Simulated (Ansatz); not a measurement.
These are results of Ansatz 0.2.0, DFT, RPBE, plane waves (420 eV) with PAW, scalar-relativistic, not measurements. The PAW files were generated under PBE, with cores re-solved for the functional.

An element in the fcc structure gives this curve. The cell is scaled uniformly from the relaxed one, with fractional coordinates and shape fixed. Energies are extrapolated to zero smearing, pressures are those at the given smearing. Magnetic state: spin not included.

```csv
V (Å³/atom),E − E₀ (meV/atom),P (GPa)
18.498,69.4,10.35
19.339,27.6,6.08
20.180,5.8,2.67
21.020,0.0,-0.04
21.861,7.0,-2.20
22.702,24.0,-3.90
23.543,49.0,-5.24
```

Question: Which element is it?
A. arsenic
B. silver
C. selenium
D. gallium

Answer: C. Its fit is V₀ = 20.95 Å³/atom, B₀ = 61 GPa, B₀′ = 4.7.
